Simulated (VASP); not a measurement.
# Black phosphorene and its bilayer, part 5 of 8

What are the lattice, gap and band positions of black phosphorene, and what does a second sheet change?

VASP 6.6.1; PBE with D3(BJ); plane waves and PAW (P).

So far, least gap on mesh and path (eV): step 4 (potential and states of the slab) 0.743; step 12 (levels and bands of the bilayer) 0.266.

## Step 13: Series over the interlayer distance, gap between the sheets 2.578

The two sheets are moved rigidly, to map the binding curve.

Input file INCAR:

```
SYSTEM = P
PREC = Normal
ENCUT = 350
EDIFF = 1E-06
NELM = 120
ISMEAR = 0
SIGMA = 0.03
LREAL = .FALSE.
ALGO = Fast
GGA = PE
IVDW = 12
NBANDS = 28
LORBIT = 11
LWAVE = .FALSE.
LCHARG = .FALSE.
KPAR = 4
IDIPOL = 3
LDIPOL = .TRUE.
DIPOL = 0.5 0.5 0.5
```

Input file POSCAR:

```
P
1.0
    4.4348820646      0.0000000000      0.0000000000
    0.0000000000      3.2914999311      0.0000000000
    0.0000000000      0.0000000000     24.3342626128
P
8
Direct
    0.0825871451      0.0000000000      0.3597144341
    0.4174128549      0.5000000000      0.3597144341
    0.5819237298      0.5000000000      0.4470358719
    0.9180762702      0.0000000000      0.4470358719
    0.0819237298      0.5000000000      0.5529641281
    0.4180762702      0.0000000000      0.5529641281
    0.5825871451      0.0000000000      0.6402855659
    0.9174128549      0.5000000000      0.6402855659
```

Input file KPOINTS:

```
Automatic mesh
0
Gamma
7 9 1
0 0 0
```

PAW data sets: P (PBE family, release 64).

Started as:

```console
> mpirun -np 4 vasp_std
```

The program printed:

```text
[... set-up lines as in an earlier step ...]
 entering main loop
       N       E                     dE             d eps       ncg     rms          rms(c)
DAV:   1     0.223238862871E+03    0.22324E+03   -0.11858E+04  1120   0.804E+02
DAV:   2    -0.193285453224E+02   -0.24257E+03   -0.23532E+03  1600   0.185E+02
DAV:   3    -0.422744098021E+02   -0.22946E+02   -0.22746E+02  1328   0.622E+01
DAV:   4    -0.429784855817E+02   -0.70408E+00   -0.70072E+00  1724   0.126E+01
DAV:   5    -0.429935975949E+02   -0.15112E-01   -0.15073E-01  1648   0.166E+00    0.148E+01
RMM:   6    -0.427349523291E+02    0.25865E+00   -0.14306E-01  1179   0.151E+00    0.885E+00
RMM:   7    -0.426185916309E+02    0.11636E+00   -0.34543E-01  1246   0.235E+00    0.356E-01
RMM:   8    -0.426181623026E+02    0.42933E-03   -0.34111E-02  1358   0.969E-01    0.153E-01
RMM:   9    -0.426188794975E+02   -0.71719E-03   -0.85638E-03  1550   0.424E-01    0.143E-01
RMM:  10    -0.426191438142E+02   -0.26432E-03   -0.10726E-03  1508   0.156E-01    0.127E-01
RMM:  11    -0.426191953707E+02   -0.51556E-04   -0.44937E-04  1557   0.810E-02    0.149E-02
RMM:  12    -0.426193356284E+02   -0.14026E-03   -0.10878E-04  1633   0.364E-02    0.755E-03
RMM:  13    -0.426194659285E+02   -0.13030E-03   -0.17343E-05  1333   0.162E-02    0.850E-03
RMM:  14    -0.426195783769E+02   -0.11245E-03   -0.13346E-05  1215   0.116E-02    0.585E-03
RMM:  15    -0.426196458748E+02   -0.67498E-04   -0.12408E-05  1209   0.853E-03    0.237E-03
RMM:  16    -0.426196508384E+02   -0.49636E-05   -0.40680E-06  1088   0.519E-03    0.172E-03
RMM:  17    -0.426196624866E+02   -0.11648E-04   -0.55440E-07   872   0.285E-03    0.943E-04
RMM:  18    -0.426196763778E+02   -0.13891E-04   -0.83421E-07   842   0.251E-03    0.155E-03
RMM:  19    -0.426196812793E+02   -0.49015E-05   -0.16159E-07   564   0.159E-03    0.460E-04
RMM:  20    -0.426196887144E+02   -0.74351E-05   -0.43476E-07   693   0.172E-03    0.161E-04
RMM:  21    -0.426196898295E+02   -0.11151E-05   -0.49851E-08   390   0.116E-03    0.182E-04
RMM:  22    -0.426196906380E+02   -0.80855E-06   -0.43796E-08   420   0.117E-03
   1 F= -.45212859E+02 E0= -.45212591E+02  d E =-.537323E-03
```

The job ended after 12 s (4 MPI ranks of Intel Xeon 6975P-C (Granite Rapids), shared host; peak memory 0.92 GiB; 42 s of CPU time).

Parts of OUTCAR (step 13):

```text
   NELECT =      40.0000    total number of electrons

 dipolmoment           0.000000      0.000000     -0.000000 electrons x Angstroem

 E-fermi :   0.3117

 k-point     1 :       0.0000    0.0000    0.0000
  band No.  band energies     occupation
    ...
     15      -2.4683      2.00000
     16      -2.2564      2.00000
     17      -1.8755      2.00000
     18      -1.8717      2.00000
     19      -1.0730      2.00000
     20       0.4538      0.00000
     21       0.7424      0.00000
     22       0.9481      0.00000
     23       1.1888      0.00000
     24       1.4903      0.00000
    ...

 Edisp (eV)   -2.59317

  Total      -1.13683    -0.41032     2.28976    -0.00000     0.00000    -0.00000
  in kB      -5.12756    -1.85073    10.32775    -0.00000     0.00000    -0.00000
  external pressure =        1.12 kB  Pullay stress =        0.00 kB

 POSITION                                       TOTAL-FORCE (eV/Angst)
 -----------------------------------------------------------------------------------
      0.36626      0.00000      8.75339        -0.004384     -0.000000     -0.079551
      1.85118      1.64575      8.75339         0.004384     -0.000000     -0.079551
      2.58076      1.64575     10.87829        -0.055032     -0.000000     -0.250331
      4.07156      0.00000     10.87829         0.055032      0.000000     -0.250331
      0.36332      1.64575     13.45597        -0.055032      0.000000      0.250331
      1.85412      0.00000     13.45597         0.055032     -0.000000      0.250331
      2.58371      0.00000     15.58088        -0.004384     -0.000000      0.079551
      4.06862      1.64575     15.58088         0.004384     -0.000000      0.079551
 -----------------------------------------------------------------------------------
    total drift:                                0.000000      0.000000      0.000000

  FREE ENERGIE OF THE ION-ELECTRON SYSTEM (eV)
  ---------------------------------------------------
  free  energy   TOTEN  =       -45.2128591942 eV

  energy  without entropy=      -45.2123218708  energy(sigma->0) =      -45.21259053

 vacuum level on the upper side and lower side of the slab         4.686         4.686

[... 8 parts as in an earlier step ...]

[... 9 further parts left out ...]
```

Numbers from this step:

```yaml
electronic_cycles: 22
free_energy_toten: -45.21 eV
energy_at_zero_smearing: -45.21 eV
fermi_energy: 0.3117 eV
metallic: yes
```

Force by atom:

| atom | x (eV/Å) | y (eV/Å) | z (eV/Å) | size |
| --- | --- | --- | --- | --- |
| P1 | -0.004 | 0.000 | -0.080 | 0.080 |
| P2 | 0.004 | 0.000 | -0.080 | 0.080 |
| P3 | -0.055 | 0.000 | -0.250 | 0.256 |
| P4 | 0.055 | 0.000 | -0.250 | 0.256 |
| P5 | -0.055 | 0.000 | 0.250 | 0.256 |
| P6 | 0.055 | 0.000 | 0.250 | 0.256 |
| P7 | -0.004 | 0.000 | 0.080 | 0.080 |
| P8 | 0.004 | 0.000 | 0.080 | 0.080 |

Energy at zero smearing: -45.21259 eV.

## Step 14: Series over the interlayer distance, gap between the sheets 2.778

INCAR is that of step 13.

Input file POSCAR:

```
P
1.0
    4.4348820646      0.0000000000      0.0000000000
    0.0000000000      3.2914999311      0.0000000000
    0.0000000000      0.0000000000     24.3342626128
P
8
Direct
    0.0825871451      0.0000000000      0.3556050020
    0.4174128549      0.5000000000      0.3556050020
    0.5819237298      0.5000000000      0.4429264398
    0.9180762702      0.0000000000      0.4429264398
    0.0819237298      0.5000000000      0.5570735602
    0.4180762702      0.0000000000      0.5570735602
    0.5825871451      0.0000000000      0.6443949980
    0.9174128549      0.5000000000      0.6443949980
```

KPOINTS is that of step 13.

Started as:

```console
> mpirun -np 4 vasp_std
```

The program printed:

```text
[... set-up lines as in an earlier step ...]
 entering main loop
       N       E                     dE             d eps       ncg     rms          rms(c)
DAV:   1     0.221042184755E+03    0.22104E+03   -0.11851E+04  1120   0.804E+02
DAV:   2    -0.194191610938E+02   -0.24046E+03   -0.23340E+03  1580   0.185E+02
DAV:   3    -0.424294382038E+02   -0.23010E+02   -0.22794E+02  1332   0.622E+01
DAV:   4    -0.431394911977E+02   -0.71005E+00   -0.70682E+00  1724   0.127E+01
[...]
RMM:  20    -0.427717226506E+02   -0.68933E-05   -0.38006E-07   689   0.185E-03    0.391E-04
RMM:  21    -0.427717253743E+02   -0.27237E-05   -0.13444E-07   495   0.134E-03    0.396E-04
RMM:  22    -0.427717262709E+02   -0.89667E-06   -0.68538E-08   426   0.122E-03
   1 F= -.45302203E+02 E0= -.45301891E+02  d E =-.623026E-03
```

It took 13 s on 4 MPI ranks; peak memory 0.93 GiB; 43 s of CPU time.

Parts of OUTCAR (step 14):

```text
 Edisp (eV)   -2.53048

  Total      -1.11964    -0.32842     0.98569    -0.00000     0.00000    -0.00000
  in kB      -5.05006    -1.48130     4.44587    -0.00000     0.00000    -0.00000
  external pressure =       -0.70 kB  Pullay stress =        0.00 kB

 POSITION                                       TOTAL-FORCE (eV/Angst)
 -----------------------------------------------------------------------------------
      0.36626      0.00000      8.65339        -0.004402     -0.000000     -0.034216
      1.85118      1.64575      8.65339         0.004402      0.000000     -0.034216
      2.58076      1.64575     10.77829        -0.023131     -0.000000     -0.104538
      4.07156      0.00000     10.77829         0.023131      0.000000     -0.104538
      0.36332      1.64575     13.55597        -0.023131      0.000000      0.104538
      1.85412      0.00000     13.55597         0.023131      0.000000      0.104538
      2.58371      0.00000     15.68088        -0.004402     -0.000000      0.034216
      4.06862      1.64575     15.68088         0.004402      0.000000      0.034216
 -----------------------------------------------------------------------------------
    total drift:                                0.000000      0.000000      0.000000

  FREE ENERGIE OF THE ION-ELECTRON SYSTEM (eV)
  ---------------------------------------------------
  free  energy   TOTEN  =       -45.3022025363 eV

  energy  without entropy=      -45.3015795098  energy(sigma->0) =      -45.30189102

[... 2 parts as in an earlier step ...]

[... 1 further part left out ...]
[key lines of the parts left out:]
E-fermi :   0.3580
```

Energy at zero smearing: -45.30189 eV.

## Step 15: Series over the interlayer distance, gap between the sheets 2.978

INCAR is that of step 14.

Input file POSCAR:

```
P
1.0
    4.4348820646      0.0000000000      0.0000000000
    0.0000000000      3.2914999311      0.0000000000
    0.0000000000      0.0000000000     24.3342626128
P
8
Direct
    0.0825871451      0.0000000000      0.3514955699
    0.4174128549      0.5000000000      0.3514955699
    0.5819237298      0.5000000000      0.4388170077
    0.9180762702      0.0000000000      0.4388170077
    0.0819237298      0.5000000000      0.5611829923
    0.4180762702      0.0000000000      0.5611829923
    0.5825871451      0.0000000000      0.6485044301
    0.9174128549      0.5000000000      0.6485044301
```

KPOINTS is that of step 14.

Started as:

```console
> mpirun -np 4 vasp_std
```

The program printed:

```text
[... set-up lines as in an earlier step ...]
 entering main loop
       N       E                     dE             d eps       ncg     rms          rms(c)
DAV:   1     0.219101866621E+03    0.21910E+03   -0.11846E+04  1120   0.804E+02
[... 17 cycles as in an earlier step ...]
RMM:  19    -0.428575755161E+02   -0.13064E-04   -0.12198E-06   982   0.358E-03    0.283E-03
[... 1 cycle as in an earlier step ...]
RMM:  21    -0.428575972659E+02   -0.68515E-05   -0.98873E-07   903   0.281E-03    0.422E-03
RMM:  22    -0.428576024424E+02   -0.51765E-05   -0.28034E-07   608   0.166E-03    0.383E-03
RMM:  23    -0.428576057773E+02   -0.33349E-05   -0.32865E-07   679   0.164E-03    0.203E-04
RMM:  24    -0.428576061418E+02   -0.36450E-06   -0.46394E-08   333   0.106E-03
   1 F= -.45328810E+02 E0= -.45328810E+02  d E =-.150180E-11
```

The job ended after 13 s (4 MPI ranks; peak memory 0.93 GiB).

Parts of OUTCAR (step 15):

```text
 Edisp (eV)   -2.47120

  Total      -1.05077    -0.39258    -0.04355     0.00000     0.00000     0.00000
  in kB      -4.73941    -1.77070    -0.19642     0.00000     0.00000     0.00000
  external pressure =       -2.24 kB  Pullay stress =        0.00 kB

[... 5 parts as in an earlier step ...]

[... 1 further part left out ...]
[key lines of the parts left out:]
E-fermi :   0.3667
```

Energy at zero smearing: -45.32881 eV.

## Step 16: Series over the interlayer distance, gap between the sheets 3.178

INCAR is that of step 15.

Input file POSCAR:

```
P
1.0
    4.4348820646      0.0000000000      0.0000000000
    0.0000000000      3.2914999311      0.0000000000
    0.0000000000      0.0000000000     24.3342626128
P
8
Direct
    0.0825871451      0.0000000000      0.3473861378
    0.4174128549      0.5000000000      0.3473861378
    0.5819237298      0.5000000000      0.4347075756
    0.9180762702      0.0000000000      0.4347075756
    0.0819237298      0.5000000000      0.5652924244
    0.4180762702      0.0000000000      0.5652924244
    0.5825871451      0.0000000000      0.6526138622
    0.9174128549      0.5000000000      0.6526138622
```

KPOINTS is that of step 15.

Started as:

```console
> mpirun -np 4 vasp_std
```

The program printed:

```text
[... set-up lines as in an earlier step ...]
 entering main loop
       N       E                     dE             d eps       ncg     rms          rms(c)
DAV:   1     0.217356850907E+03    0.21736E+03   -0.11843E+04  1120   0.803E+02
DAV:   2    -0.197150070019E+02   -0.23707E+03   -0.23010E+03  1576   0.184E+02
DAV:   3    -0.425549650536E+02   -0.22840E+02   -0.22628E+02  1312   0.619E+01
DAV:   4    -0.432723745606E+02   -0.71741E+00   -0.71462E+00  1716   0.128E+01
[...]
RMM:  29    -0.428956968401E+02   -0.57152E-05   -0.64206E-07   855   0.315E-03    0.156E-03
RMM:  30    -0.428956980842E+02   -0.12441E-05   -0.17569E-07   652   0.195E-03    0.535E-04
RMM:  31    -0.428956983494E+02   -0.26519E-06   -0.40795E-08   343   0.128E-03
   1 F= -.45310992E+02 E0= -.45310992E+02  d E =-.633116E-12
```

Elapsed: 17 s, on 4 MPI ranks; peak memory 0.92 GiB; 60 s of CPU time.

Parts of OUTCAR (step 16):

```text
 Edisp (eV)   -2.41529

  Total      -0.94739    -0.42058    -0.74103    -0.00000     0.00000     0.00000
  in kB      -4.27312    -1.89697    -3.34235    -0.00000     0.00000     0.00000
  external pressure =       -3.17 kB  Pullay stress =        0.00 kB

 POSITION                                       TOTAL-FORCE (eV/Angst)
 -----------------------------------------------------------------------------------
      0.36626      0.00000      8.45339        -0.000913     -0.000000      0.019011
      1.85118      1.64575      8.45339         0.000913      0.000000      0.019011
      2.58076      1.64575     10.57829         0.014654      0.000000      0.062058
      4.07156      0.00000     10.57829        -0.014654     -0.000000      0.062058
      0.36332      1.64575     13.75597         0.014654      0.000000     -0.062058
      1.85412      0.00000     13.75597        -0.014654     -0.000000     -0.062058
      2.58371      0.00000     15.88088        -0.000913     -0.000000     -0.019011
      4.06862      1.64575     15.88088         0.000913     -0.000000     -0.019011
 -----------------------------------------------------------------------------------
    total drift:                                0.000000      0.000000     -0.000000

  FREE ENERGIE OF THE ION-ELECTRON SYSTEM (eV)
  ---------------------------------------------------
  free  energy   TOTEN  =       -45.3109916478 eV

  energy  without entropy=      -45.3109916478  energy(sigma->0) =      -45.31099165

[... 2 parts as in an earlier step ...]

[... 1 further part left out ...]
[key lines of the parts left out:]
E-fermi :   0.3256
```

Energy at zero smearing: -45.31099 eV.

## Step 17: Series over the interlayer distance, gap between the sheets 3.478

INCAR is that of step 16.

Input file POSCAR:

```
P
1.0
    4.4348820646      0.0000000000      0.0000000000
    0.0000000000      3.2914999311      0.0000000000
    0.0000000000      0.0000000000     24.3342626128
P
8
Direct
    0.0825871451      0.0000000000      0.3412219896
    0.4174128549      0.5000000000      0.3412219896
    0.5819237298      0.5000000000      0.4285434274
    0.9180762702      0.0000000000      0.4285434274
    0.0819237298      0.5000000000      0.5714565726
    0.4180762702      0.0000000000      0.5714565726
    0.5825871451      0.0000000000      0.6587780104
    0.9174128549      0.5000000000      0.6587780104
```

KPOINTS is that of step 16.

Started as:

```console
> mpirun -np 4 vasp_std
```

The program printed:

```text
[... set-up lines as in an earlier step ...]
 entering main loop
       N       E                     dE             d eps       ncg     rms          rms(c)
DAV:   1     0.215050169827E+03    0.21505E+03   -0.11842E+04  1120   0.803E+02
DAV:   2    -0.202121345801E+02   -0.23526E+03   -0.22867E+03  1576   0.183E+02
DAV:   3    -0.425970053809E+02   -0.22385E+02   -0.22196E+02  1312   0.614E+01
DAV:   4    -0.432929953455E+02   -0.69599E+00   -0.69345E+00  1716   0.125E+01
[...]
RMM:  26    -0.429076073371E+02   -0.32221E-05   -0.23809E-07   689   0.196E-03    0.679E-04
RMM:  27    -0.429076089188E+02   -0.15817E-05   -0.94746E-08   446   0.114E-03    0.169E-04
RMM:  28    -0.429076095879E+02   -0.66917E-06   -0.53840E-08   354   0.999E-04
   1 F= -.45245918E+02 E0= -.45245918E+02  d E =-.188012E-18
```

The job ended after 16 s (4 MPI ranks; peak memory 0.94 GiB).

OUTCAR, selected parts (step 17):

```text
 Edisp (eV)   -2.33831

  Total      -0.77647    -0.38140    -1.26412     0.00000     0.00000     0.00000
  in kB      -3.50222    -1.72028    -5.70173     0.00000     0.00000     0.00000
  external pressure =       -3.64 kB  Pullay stress =        0.00 kB

 POSITION                                       TOTAL-FORCE (eV/Angst)
 -----------------------------------------------------------------------------------
      0.36626      0.00000      8.30339        -0.002683      0.000000      0.036612
      1.85118      1.64575      8.30339         0.002683     -0.000000      0.036612
      2.58076      1.64575     10.42829         0.037983     -0.000000      0.088068
      4.07156      0.00000     10.42829        -0.037983     -0.000000      0.088068
      0.36332      1.64575     13.90597         0.037983     -0.000000     -0.088068
      1.85412      0.00000     13.90597        -0.037983     -0.000000     -0.088068
      2.58371      0.00000     16.03088        -0.002683     -0.000000     -0.036612
      4.06862      1.64575     16.03088         0.002683     -0.000000     -0.036612
 -----------------------------------------------------------------------------------
    total drift:                                0.000000     -0.000000      0.000000

  FREE ENERGIE OF THE ION-ELECTRON SYSTEM (eV)
  ---------------------------------------------------
  free  energy   TOTEN  =       -45.2459184047 eV

  energy  without entropy=      -45.2459184047  energy(sigma->0) =      -45.24591840

[... 2 parts as in an earlier step ...]

[... 1 further part left out ...]
[key lines of the parts left out:]
E-fermi :   0.1997
```

Energy at zero smearing: -45.24592 eV.

[end of part 5 of 8]

[Lines on the potential files, build, host, timing and source positions are cut from VASP's logs without a mark.]

[Logs are printed without paths, hosts, clocks, repeated set-up lines and the standing remarks that a program may print on its own settings, such as how far it seeks lower states.]

[Hosts, paths, dates, database ids (printed as entryN), source tags and the programs' standing remarks are cut or masked in the printed files.]

[Runs that stopped without an error message from VASP are left out.]
